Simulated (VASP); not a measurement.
# CaO (P6_3/mmc) in VASP: single point with PBEsol

Aim: the single point of CaO with PBEsol.

Everything below comes from runs of VASP 6.6.1. Logs are shortened: lines on timing, memory, paths and dates and some standing lists are left out, and cuts for length are marked.

### Step 1. The structure

Symmetry: P6_3/mmc, No. 194, hexagonal system. The conventional cell has a = 3.956 Å, b = 3.956 Å, c = 4.743 Å, α = 90.00°, β = 90.00°, γ = 120.00°. Ca (site symmetry -6m2) has 5 O at 2.28 to 2.37 Å as nearest neighbours. O (site symmetry -6m2) has 5 Ca at 2.28 to 2.37 Å as nearest neighbours.

The cell comes from a database or a generator and needn't be the stable form of this composition.

### Step 2. Single point, PBEsol

File INCAR:

```
ALGO = Fast ; EDIFF = 1E-6
ENCUT = 520 ; GGA = PS
ISIF = 2 ; ISMEAR = 0
LASPH = True ; LCHARG = False
LREAL = False ; LWAVE = False
NBANDS = 24 ; NELM = 100
PREC = Accurate ; SIGMA = 0.02
```

File KPOINTS:

```
k-points
0
Gamma
  12 12 8
```

File POSCAR:

```
CaO
1.0
    3.9563110523      0.0000000000      0.0000000000
   -1.9781555261      3.4262658765      0.0000000000
    0.0000000000      0.0000000000      4.7431805672
Ca O
2 2
Direct
    0.3333333333      0.6666666667      0.7500000000
    0.6666666667      0.3333333333      0.2500000000
    0.3333333333      0.6666666667      0.2500000000
    0.6666666667      0.3333333333      0.7500000000
```

Potentials or basis: VASP PAW PBE potentials, release 64 (Ca_sv, O).

Run with:

```bash
$ cat potpaw_PBE.64/Ca_sv/POTCAR potpaw_PBE.64/O/POTCAR > POTCAR
$ mpirun -np 1 vasp_std > vasp.out
```

OUTCAR:

```text
EDIFF = 1E-6
   ENCUT = 520
   GGA = PS
   ISIF = 2
   ISMEAR = 0
   LASPH = True
   LREAL = False
   NELM = 100
   PREC = Accurate

 ion  position               nearest neighbor table
   1  0.333  0.667  0.750-   4 2.28   4 2.28   4 2.28   3 2.37   3 2.37
   2  0.667  0.333  0.250-   3 2.28   3 2.28   3 2.28   4 2.37   4 2.37
   3  0.333  0.667  0.250-   2 2.28   2 2.28   2 2.28   1 2.37   1 2.37
   4  0.667  0.333  0.750-   1 2.28   1 2.28   1 2.28   2 2.37   2 2.37

  LATTYP: Found a hexagonal cell.
 ALAT       =     3.9563110523
 C/A-ratio  =     1.1988896991

  Lattice vectors:

 A1 = (   3.9563110523,   0.0000000000,   0.0000000000)
 A2 = (  -1.9781555261,   3.4262658765,   0.0000000000)
 A3 = (   0.0000000000,   0.0000000000,   4.7431805672)

Analysis of symmetry for initial positions (statically):
=====================================================================
 Subroutine PRICEL returns:
 Original cell was already a primitive cell.

 Routine SETGRP: Setting up the symmetry group for a
 hexagonal supercell.

 Subroutine GETGRP returns: Found 24 space group operations
 (whereof 12 operations were pure point group operations)
 out of a pool of 24 trial point group operations.

The static configuration has the point symmetry D_3d.
 The point group associated with its full space group is D_6h.

Analysis of symmetry for dynamics (positions and initial velocities):
=====================================================================
 Subroutine PRICEL returns:
 Original cell was already a primitive cell.

 Routine SETGRP: Setting up the symmetry group for a
 hexagonal supercell.

 Subroutine GETGRP returns: Found 24 space group operations
 (whereof 12 operations were pure point group operations)
 out of a pool of 24 trial point group operations.

The dynamic configuration has the point symmetry D_3d.
 The point group associated with its full space group is D_6h.

 Subroutine INISYM returns: Found 24 space group operations
 (whereof 12 operations are pure point group operations),
 and found     1 'primitive' translations

----------------------------------------------------------------------------------------

                                     Primitive cell

  volume of cell :      64.2956

  direct lattice vectors                    reciprocal lattice vectors
[... 91 lines left out ...]
   EDIFF  = 0.1E-05   stopping-criterion for ELM
   LREAL  =      F    real-space projection
   EDIFFG = 0.1E-04   stopping-criterion for IOM
   NSW    =      0    number of steps for IOM
   IBRION =     -1    ionic relax: 0-MD 1-quasi-New 2-CG
   NFREE  =      0    steps in history (QN), initial steepest desc. (CG)
   ISIF   =      2    stress and relaxation
   ISYM   =      2    0-nonsym 1-usesym 2-fastsym
   POTIM  = 0.5000    time-step for ionic-motion
   TEBEG  =    0.0;   TEEND  =   0.0 temperature during run
   PSTRESS=    0.0 pullay stress
   NELECT =      32.0000    total number of electrons
   NUPDOWN=      -1.0000    fix difference up-down
   EMIN   =  10.00;   EMAX   =-10.00  energy-range for DOS
   EFERMI =   0.00;   METHOD = LEGACY
   ISMEAR =     0;   SIGMA  =   0.02  broadening in eV -4-tet -1-fermi 0-gaus
   EFERMI_NEDOS =   21; number of points for ismear=-14 and -15
   IALGO  =     68    algorithm
   IMIX   =      4    mixing-type and parameters
     AMIX     =   0.40;   BMIX     =  1.00
     AMIX_MAG =   1.60;   BMIX_MAG =  1.00
  volume/ion in A,a.u.               =      16.07       108.47
  Fermi-wavevector in a.u.,A,eV,Ry     =   1.297372  2.451677 22.900966  1.683173
  Thomas-Fermi vector in A             =   2.428768
   LORBIT       =      0    0 simple, 1 ext, 2 COOP (PROOUT), +10 PAW based schemes
   GGA     = PS    functional components
   LHFCALC =     F    Hartree Fock is set to
   AEXX    =    0.0000 exact exchange contribution
   IVDW    =     0    specifies the selected vdW correction
   LEPSILON=     F    determine dielectric tensor
   LRPA    =     F    only Hartree local field effects (RPA)
 non-spin polarized calculation
 RMM-DIIS sequential band-by-band and
 Gauss-broadening in eV      SIGMA  =   0.02
  energy-cutoff  :      520.00
  volume of cell :       64.30
 maximum number of plane-waves:      1761
 NGX is ok and might be reduce to    30
   NGX = 15   NGY = 15   NGZ = 17

 number of electron      31.9999983 magnetization

 Free energy of the ion-electron system (eV)
  ---------------------------------------------------
  ext. energy  EPLUGINS =         0.00000000
  ---------------------------------------------------
  free energy    TOTEN  =       -26.46118205 eV

  energy without entropy =      -26.46118205  energy(sigma->0) =      -26.46118205

 E-fermi :   1.5261     XC(G=0):  -9.7652

 val. band max:        1.3245754625   @ k =   0.0000   0.0000   0.0000
 cond. band min:       4.4476582741   @ k =   0.0000   0.0000   0.0000
 fundamental gap:      3.1230828116
 Fermi energy:         1.5261124498

 k-point     1 :       0.0000    0.0000    0.0000
  band No.  band energies     occupation
      1     -35.9836      2.00000
      2     -35.8316      2.00000
      3     -17.4551      2.00000
      4     -17.1765      2.00000
      5     -17.1765      2.00000
      6     -16.9555      2.00000
[... 637 lines left out ...]
     23       9.8529      0.00000
     24      10.0743      0.00000

 [... further k-points ...]

------------------------ aborting loop because EDIFF is reached ----------------------------------------

  FORCE on cell =-STRESS in cart. coord.  units (eV):
  Direction    XX          YY          ZZ          XY          YZ          ZX
  --------------------------------------------------------------------------------------
  -------------------------------------------------------------------------------------
  Total        0.2103463      0.2103463      0.2323342      0.0000000     -0.0000000      0.0000000
  in kB        5.2416064      5.2416064      5.7895195      0.0000000     -0.0000000      0.0000000
  external PRESSURE =       5.4242441 kB  Pullay stress =       0.0000000 kB

 VOLUME and BASIS-vectors are now :
 -----------------------------------------------------------------------------
  energy-cutoff  :      520.00
  volume of cell :       64.30
      direct lattice vectors                 reciprocal lattice vectors
     3.956311052  0.000000000  0.000000000     0.252760712  0.145931465  0.000000000
    -1.978155526  3.426265877  0.000000000     0.000000000  0.291862931  0.000000000
     0.000000000  0.000000000  4.743180567     0.000000000  0.000000000  0.210828997

 POSITION                                       TOTAL-FORCE (eV/Angst)
 -----------------------------------------------------------------------------------
     -0.00000      2.28418      3.55739        -0.000000      0.000000     -0.000000
      1.97816      1.14209      1.18580         0.000000     -0.000000      0.000000
     -0.00000      2.28418      1.18580         0.000000     -0.000000      0.000000
      1.97816      1.14209      3.55739        -0.000000      0.000000      0.000000
 -----------------------------------------------------------------------------------
    total drift:                               -0.000000      0.000000     -0.000000

  FREE ENERGIE OF THE ION-ELECTRON SYSTEM (eV)
  ---------------------------------------------------
  free  energy   TOTEN  =       -26.4611820545 eV

  energy  without entropy=      -26.4611820545  energy(sigma->0) =      -26.46118205
```

stdout:

```text
POSCAR found type information on POSCAR CaO
 POSCAR found :  2 types and       4 ions
 scaLAPACK will be used
 -----------------------------------------------------------------------------
|                                                                             |
|                                                                             |
|     You enforced a specific xc type in the INCAR file but a different       |
|     I HOPE YOU KNOW WHAT YOU ARE DOING!                                     |
|                                                                             |
 -----------------------------------------------------------------------------

 LDA part: xc-table for (Slater+PW92), standard interpolation
 POSCAR, INCAR and KPOINTS ok, starting setup
 FFT: planning ... GRIDC
 FFT: planning ... GRID_SOFT
 FFT: planning ... GRID
 WAVECAR not read
 entering main loop
WARNING in EDDRMM: call to ZHEGV failed, returncode =   6  3      8
WARNING in EDDRMM: call to ZHEGV failed, returncode =   8  4     10
WARNING in EDDRMM: call to ZHEGV failed, returncode =   6  3     14
WARNING in EDDRMM: call to ZHEGV failed, returncode =   6  3     12
WARNING in EDDRMM: call to ZHEGV failed, returncode =   6  3     20
WARNING in EDDRMM: call to ZHEGV failed, returncode =   6  3     17
WARNING in EDDRMM: call to ZHEGV failed, returncode =   8  4     19
WARNING in EDDRMM: call to ZHEGV failed, returncode =   6  3     20
```

Run time: 5.7 min. Hardware: 1 thread of AMD EPYC 7R43 (Zen 3), shared host; peak memory 0.23 GiB.

Results:

| Item | Value |
| --- | --- |
| Free energy | -26.4612 eV |
| Pressure | 0.5 GPa |
| Band gap on the k mesh | 3.12 eV, direct |

Caveat: the PAW data sets were made with another functional, which shifts forces and pressure a little.
